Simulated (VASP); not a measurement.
# GaP (F-43m) in VASP: further runs

One crystal, GaP, is run at these levels: PBEsol; tasks: relaxation of cell and atoms.

Program: VASP 6.6.1. These are calculated values, not measurements. Logs are shortened: lines on timing, memory, paths and dates and some standing lists are left out, and cuts for length are marked.

### Step 1. The crystal as given

It takes space group F-43m (No. 216, cubic). The conventional cell has a = 5.451 Å, b = 5.451 Å, c = 5.451 Å, α = 90.00°, β = 90.00°, γ = 90.00°. Around Ga (site symmetry -43m) lie 4 P at 2.36 Å. P (site symmetry -43m) is surrounded by 4 Ga at 2.36 Å.

### Step 2. Relaxation of cell and atoms, PBEsol

Input file INCAR:

```
PREC = Accurate ; ENCUT = 600
EDIFF = 1E-6 ; ISMEAR = 0
SIGMA = 0.03 ; LREAL = F
LASPH = T ; NELM = 80
ALGO = Normal ; ISIF = 3
LWAVE = F ; LCHARG = F
GGA = PS ; IBRION = 2
NSW = 90 ; EDIFFG = -0.01
```

Input file KPOINTS:

```
regular mesh
0
Gamma
  8 8 8
```

Input file POSCAR:

```
GaP
1.0
    0.0000000000      2.7252500000      2.7252500000
    2.7252500000      0.0000000000      2.7252500000
    2.7252500000      2.7252500000      0.0000000000
Ga P
1 1
Direct
    0.0000000000      0.0000000000      0.0000000000
    0.2500000000      0.2500000000      0.2500000000
```

Potentials or basis: VASP PAW PBE potentials, release 64 (Ga_d, P).

Run with:

```sh
> cat potpaw_PBE.64/Ga_d/POTCAR potpaw_PBE.64/P/POTCAR > POTCAR
> mpirun -np 1 vasp_std > vasp.out
```

OUTCAR:

```text
PREC = Accurate
   ENCUT = 600
   EDIFF = 1E-6
   ISMEAR = 0
   LREAL = F
   LASPH = T
   NELM = 80
   ISIF = 3
   GGA = PS
   IBRION = 2
   NSW = 90
   EDIFFG = -0.01

 ion  position               nearest neighbor table
   1  0.000  0.000  0.000-   2 2.36   2 2.36   2 2.36   2 2.36
   2  0.250  0.250  0.250-   1 2.36   1 2.36   1 2.36   1 2.36

  LATTYP: Found a face centered cubic cell.
 ALAT       =     5.4505000000

  Lattice vectors:

 A1 = (   0.0000000000,   2.7252500000,   2.7252500000)
 A2 = (   2.7252500000,   0.0000000000,   2.7252500000)
 A3 = (   2.7252500000,   2.7252500000,   0.0000000000)

Analysis of symmetry for initial positions (statically):
=====================================================================
 Subroutine PRICEL returns:
 Original cell was already a primitive cell.

 Routine SETGRP: Setting up the symmetry group for a
 face centered cubic supercell.

 Subroutine GETGRP returns: Found 24 space group operations
 (whereof 24 operations were pure point group operations)
 out of a pool of 48 trial point group operations.

The static configuration has the point symmetry T_d .

Analysis of symmetry for dynamics (positions and initial velocities):
=====================================================================
 Subroutine PRICEL returns:
 Original cell was already a primitive cell.

 Routine SETGRP: Setting up the symmetry group for a
 face centered cubic supercell.

 Subroutine GETGRP returns: Found 24 space group operations
 (whereof 24 operations were pure point group operations)
 out of a pool of 48 trial point group operations.

The dynamic configuration has the point symmetry T_d .

 Subroutine INISYM returns: Found 24 space group operations
 (whereof 24 operations are pure point group operations),
 and found     1 'primitive' translations

----------------------------------------------------------------------------------------

                                     Primitive cell

  volume of cell :      40.4808

  direct lattice vectors                    reciprocal lattice vectors
     0.000000000  2.725250000  2.725250000    -0.183469406  0.183469406  0.183469406
     2.725250000  0.000000000  2.725250000     0.183469406 -0.183469406  0.183469406
     2.725250000  2.725250000  0.000000000     0.183469406  0.183469406 -0.183469406

  length of vectors
     3.854085511  3.854085511  3.854085511     0.317778334  0.317778334  0.317778334

  position of ions in fractional coordinates (direct lattice)
     0.000000000  0.000000000  0.000000000
     0.250000000  0.250000000  0.250000000

  ion indices of the primitive-cell ions
   primitive index   ion index
                 1           1
                 2           2

----------------------------------------------------------------------------------------

 KPOINTS: regular mesh

Automatic generation of k-mesh.
 Grid dimensions read from file:
 generate k-points for:    8    8    8

 Generating k-lattice:

  Cartesian coordinates                     Fractional coordinates (reciprocal lattice)
    -0.022933676  0.022933676  0.022933676     0.125000000  0.000000000  0.000000000
     0.022933676 -0.022933676  0.022933676     0.000000000  0.125000000  0.000000000
     0.022933676  0.022933676 -0.022933676     0.000000000  0.000000000  0.125000000

  Length of vectors
     0.039722292  0.039722292  0.039722292

  Shift w.r.t. Gamma in fractional coordinates (k-lattice)
     0.000000000  0.000000000  0.000000000

 Subroutine IBZKPT returns following result:
 ===========================================

 Found     29 irreducible k-points:

 Following reciprocal coordinates:
            Coordinates               Weight
  0.000000  0.000000  0.000000      1.000000
  0.125000  0.000000  0.000000      8.000000
  0.250000  0.000000  0.000000      8.000000
  0.375000  0.000000  0.000000      8.000000
  0.500000  0.000000  0.000000      4.000000
  0.125000  0.125000  0.000000      6.000000
[... 16 lines left out ...]
  0.500000  0.250000  0.125000     48.000000
 -0.375000  0.250000  0.125000     24.000000
 [... further k-points ...]
   k-points           NKPTS =     29   k-points in BZ     NKDIM =     29   number of bands    NBANDS=     13
   number of dos      NEDOS =    301   number of ions     NIONS =      2
   total plane-waves  NPLWV =  32768
   dimension x,y,z NGX =    32 NGY =   32 NGZ =   32
   dimension x,y,z NGXF=    64 NGYF=   64 NGZF=   64
   ions per type =               1   1
   NGX,Y,Z   is equivalent  to a cutoff of  13.80, 13.80, 13.80 a.u.
   NGXF,Y,Z  is equivalent  to a cutoff of  27.61, 27.61, 27.61 a.u.
 SYSTEM =  unknown system
   PREC   = accura    normal or accurate (medium, high low for compatibility)
   ISTART =      0    job   : 0-new  1-cont  2-samecut
   ICHARG =      2    charge: 1-file 2-atom 10-const
   ISPIN  =      1    spin polarized calculation?
   LNONCOLLINEAR =      F non collinear calculations
   LSORBIT =      F    spin-orbit coupling
   LASPH  =      T    aspherical Exc in radial PAW
   ENCUT  =  600.0 eV  44.10 Ry    6.64 a.u.   7.70  7.70  7.70*2*pi/ulx,y,z
   NELM   =     80;   NELMIN=  2; NELMDL= -5     # of ELM steps
   EDIFF  = 0.1E-05   stopping-criterion for ELM
   LREAL  =      F    real-space projection
   EDIFFG = -.1E-01   stopping-criterion for IOM
   NSW    =     90    number of steps for IOM
   IBRION =      2    ionic relax: 0-MD 1-quasi-New 2-CG
   NFREE  =      1    steps in history (QN), initial steepest desc. (CG)
   ISIF   =      3    stress and relaxation
   ISYM   =      2    0-nonsym 1-usesym 2-fastsym
   POTIM  = 0.5000    time-step for ionic-motion
   TEBEG  =    0.0;   TEEND  =   0.0 temperature during run
   PSTRESS=    0.0 pullay stress
   NELECT =      18.0000    total number of electrons
   NUPDOWN=      -1.0000    fix difference up-down
   EMIN   =  10.00;   EMAX   =-10.00  energy-range for DOS
   EFERMI =   0.00;   METHOD = LEGACY
   ISMEAR =     0;   SIGMA  =   0.03  broadening in eV -4-tet -1-fermi 0-gaus
   EFERMI_NEDOS =   21; number of points for ismear=-14 and -15
   IALGO  =     38    algorithm
   IMIX   =      4    mixing-type and parameters
     AMIX     =   0.40;   BMIX     =  1.00
     AMIX_MAG =   1.60;   BMIX_MAG =  1.00
  volume/ion in A,a.u.               =      20.24       136.59
  Fermi-wavevector in a.u.,A,eV,Ry     =   1.249538  2.361284 21.243377  1.561344
  Thomas-Fermi vector in A             =   2.383574
   LORBIT       =      0    0 simple, 1 ext, 2 COOP (PROOUT), +10 PAW based schemes
   GGA     = PS    functional components
   LHFCALC =     F    Hartree Fock is set to
   AEXX    =    0.0000 exact exchange contribution
   IVDW    =     0    specifies the selected vdW correction
   LEPSILON=     F    determine dielectric tensor
   LRPA    =     F    only Hartree local field effects (RPA)
 conjugate gradient relaxation of ions
 non-spin polarized calculation
 Gauss-broadening in eV      SIGMA  =   0.03
  energy-cutoff  :      600.00
  volume of cell :       40.48
 maximum number of plane-waves:      1365
   NGX = 15   NGY = 15   NGZ = 15

--------------------------------------- Ionic step        1  -------------------------------------------

 number of electron      18.0000003 magnetization

 Free energy of the ion-electron system (eV)
  ---------------------------------------------------
  ext. energy  EPLUGINS =         0.00000000
  ---------------------------------------------------
  free energy    TOTEN  =        -9.92055553 eV

  energy without entropy =       -9.92055553  energy(sigma->0) =       -9.92055553

------------------------ aborting loop because EDIFF is reached ----------------------------------------

  FORCE on cell =-STRESS in cart. coord.  units (eV):
  Direction    XX          YY          ZZ          XY          YZ          ZX
  --------------------------------------------------------------------------------------
  -------------------------------------------------------------------------------------
  Total       -0.1619797     -0.1619797     -0.1619797     -0.0000000      0.0000000     -0.0000000
  in kB       -6.4109470     -6.4109470     -6.4109470     -0.0000000      0.0000000     -0.0000000
  external PRESSURE =      -6.4109470 kB  Pullay stress =       0.0000000 kB
[... 57 lines left out ...]
  energy  without entropy=       -9.9209680999  energy(sigma->0) =       -9.92096810

--------------------------------------- Ionic step        3  -------------------------------------------

 number of electron      18.0000006 magnetization

 Free energy of the ion-electron system (eV)
  ---------------------------------------------------
  ext. energy  EPLUGINS =         0.00000000
  ---------------------------------------------------
  free energy    TOTEN  =        -9.92115721 eV

  energy without entropy =       -9.92115721  energy(sigma->0) =       -9.92115721

 E-fermi :   4.8414     XC(G=0): -10.0553

 val. band max:        4.6457692664   @ k =   0.0000   0.0000   0.0000
 cond. band min:       6.1468775506   @ k =   0.5000   0.5000   0.0000
 fundamental gap:      1.5011082842
 Fermi energy:         4.8414271967

 k-point     1 :       0.0000    0.0000    0.0000
  band No.  band energies     occupation
      1      -9.9088      2.00000
      2      -9.9088      2.00000
      3      -9.9088      2.00000
      4      -9.8057      2.00000
      5      -9.8057      2.00000
      6      -7.9354      2.00000
      7       4.6458      2.00000
      8       4.6458      2.00000
      9       4.6458      2.00000
     10       6.4582      0.00000
     11       8.4705      0.00000
     12       8.4705      0.00000
     13       8.4705      0.00000
[... 353 lines left out ...]
 k-point    24 :      -0.3750    0.2500    0.1250
  band No.  band energies     occupation
      1     -10.0000      2.00000
      2      -9.8770      2.00000
      3      -9.8643      2.00000
      4      -9.8113      2.00000
      5      -9.7982      2.00000
      6      -5.4051      2.00000
      7      -1.8637      2.00000
      8       1.3771      2.00000
      9       2.6631      2.00000
     10       8.0610      0.00000
     11       8.8339      0.00000
     12      11.0770      0.00000
     13      12.5057      0.00000

 [... further k-points ...]
[... 5 lines left out ...]
  --------------------------------------------------------------------------------------
  -------------------------------------------------------------------------------------
  Total       -0.0082516     -0.0082516     -0.0082516     -0.0000000     -0.0000000     -0.0000000
  in kB       -0.3290562     -0.3290562     -0.3290562     -0.0000000     -0.0000000     -0.0000000
  external PRESSURE =      -0.3290562 kB  Pullay stress =       0.0000000 kB
[... 17 lines left out ...]
  FREE ENERGIE OF THE ION-ELECTRON SYSTEM (eV)
  ---------------------------------------------------
  free  energy   TOTEN  =        -9.9211572072 eV

  energy  without entropy=       -9.9211572072  energy(sigma->0) =       -9.92115721

 reached required accuracy - stopping structural energy minimisation
```

Wall time 28 s (1 thread of Intel Xeon Platinum 8259CL at 2.50GHz (Skylake/Cascade Lake), shared host); peak memory 0.19 GiB.

What came out:

| Item | Value |
| --- | --- |
| Free energy | -9.9212 eV |
| Relaxed volume | 20.09 Å³/atom |
| Relaxed cell | a = 3.844 Å, b = 3.844 Å, c = 3.844 Å, α = 60.00°, β = 60.00°, γ = 60.00° |
| Space group after relaxing (to 0.05 Å) | F-43m (No. 216) |
| Energy gained by relaxing | 0.3 meV/atom |
| Ionic steps | 3 |
| Pressure after relaxing | 0.0 GPa |
| Band gap on the k mesh | 1.50 eV, indirect (least direct gap 1.81 eV) |

Step by step:
```tsv
step	energy change (eV)	largest force (eV/Å)	pressure (GPa)	volume (Å³)
1	0.0000	0.0000	-0.64	40.48
2	-0.0004	0.0000	0.43	40.01
3	-0.0006	0.0000	-0.03	40.18
```

Final structure:
```
CELL_PARAMETERS angstrom
0.00000 2.71842 2.71842
2.71842 0.00000 2.71842
2.71842 2.71842 0.00000
ATOMIC_POSITIONS crystal
Ga 0.00000 0.00000 0.00000
P 0.25000 0.25000 0.25000
```

Levels at points of the mesh, in eV from the valence-band top:
| k point | band 7 | band 8 | band 9 | band 10 | band 11 | band 12 |
| --- | --- | --- | --- | --- | --- | --- |
| (0.00, 0.00, 0.00) | 0.00 | 0.00 | 0.00 | 1.81 | 3.82 | 3.82 |
| (0.50, 0.00, 0.00) | -6.74 | -1.14 | -1.14 | 1.61 | 4.65 | 4.65 |
| (0.50, 0.50, 0.00) | -6.84 | -2.74 | -2.74 | 1.50 | 1.71 | 10.61 |

Caveat: the PAW data sets were made with another functional, which shifts forces and pressure a little.

### Step 3. Relaxation of cell and atoms, PBEsol

This run uses another cell than the first one, of 20.09 Å³/atom, 0.992 times its volume.

Input file INCAR:

```
PREC = Accurate ; ENCUT = 600
EDIFF = 1E-7 ; ISMEAR = 0
SIGMA = 0.03 ; LREAL = F
LASPH = T ; NELM = 80
ALGO = Normal ; ISIF = 3
LWAVE = F ; LCHARG = F
GGA = PS ; IBRION = 2
NSW = 90 ; EDIFFG = -0.005
```

KPOINTS is that of step 2.

Input file POSCAR:

```
GaP                                     
1.0
   -0.0000000000      2.7184163015      2.7184163015
    2.7184163015      0.0000000000      2.7184163015
    2.7184163015      2.7184163015     -0.0000000000
  Ga              P             
     1     1
Direct
     0.0000000000000000    0.0000000000000000    0.0000000000000000
     0.2500000000000000    0.2500000000000000    0.2500000000000000
```

Potentials or basis: VASP PAW PBE potentials, release 64 (Ga_d, P).

Run with:

```sh
> cat potpaw_PBE.64/Ga_d/POTCAR potpaw_PBE.64/P/POTCAR > POTCAR
> mpirun -np 1 vasp_std > vasp.out
```

Run time: 16 s. Hardware: 1 thread of Intel Xeon Platinum 8259CL at 2.50GHz (Skylake/Cascade Lake), shared host; peak memory 0.18 GiB.

It converged, with:

```
Free energy             : -9.9211 eV
Pressure after relaxing : 0.0 GPa
Band gap on the k mesh  : 1.50 eV, indirect (least direct gap 1.81 eV)
```

Final structure:
```
Ga P
1.0
     0.00000    2.71842    2.71842
     2.71842    0.00000    2.71842
     2.71842    2.71842    0.00000
Ga P
1 1
Direct
  0.00000 0.00000 0.00000
  0.25000 0.25000 0.25000
```

Levels at points of the mesh, in eV from the valence-band top:
```
           k point  band 6  band 7  band 8  band 9  band 10  band 11  band 12  band 13
(0.00, 0.00, 0.00)  -12.58    0.00    0.00    0.00     1.81     3.82     3.82     3.82
(0.50, 0.00, 0.00)  -10.47   -6.74   -1.14   -1.14     1.61     4.65     4.65     8.10
(0.50, 0.50, 0.00)   -9.54   -6.84   -2.74   -2.74     1.50     1.71    10.61    10.61
```

Caveat: the relaxation stopped at its first step, so nothing moved; the PAW data sets were made with another functional, which shifts forces and pressure a little. A k mesh can miss the band edges.
